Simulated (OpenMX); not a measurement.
The system is Au.

```
CELL_PARAMETERS angstrom
0.00000 2.03500 2.03500
2.03500 0.00000 2.03500
2.03500 2.03500 0.00000
ATOMIC_POSITIONS crystal
Au 0.00000 0.00000 0.00000
```

| Property | Result |
| --- | --- |
| Program | OpenMX 3.8.5 |
| Task | single point |
| Functional | PBE |
| Potentials or basis | OpenMX 2013 PBE set, Au7.0-s3p2d2f1, grid cutoff 400 Ry |
| k mesh | 11 × 11 × 11 |
| Occupations | fermi-dirac, width 0.05 eV |
| Spin | no spin polarisation |

On this cell: pressure 13.1 GPa; band gap on the k mesh none (metal or under the smearing width).

The same run follows on a disturbed copy (cell strained at random at fixed volume):

```xyz
1
Lattice="0.0595 2.0328 2.0239 2.0628 0.0301 2.0533 2.0741 2.0734 0.0189" Properties=species:S:1:pos:R:3 pbc="T T T"
Au    0.0297    0.0344   -0.0121
```

Question: What changes?

Answer: The energy (extrapolated to zero smearing) moves by +6.4 meV/atom; pressure 13.3 GPa; band gap on the k mesh none (metal or under the smearing width).

Caveats: the basis of atomic orbitals isn't converged, which shifts pressures, moduli and gaps.
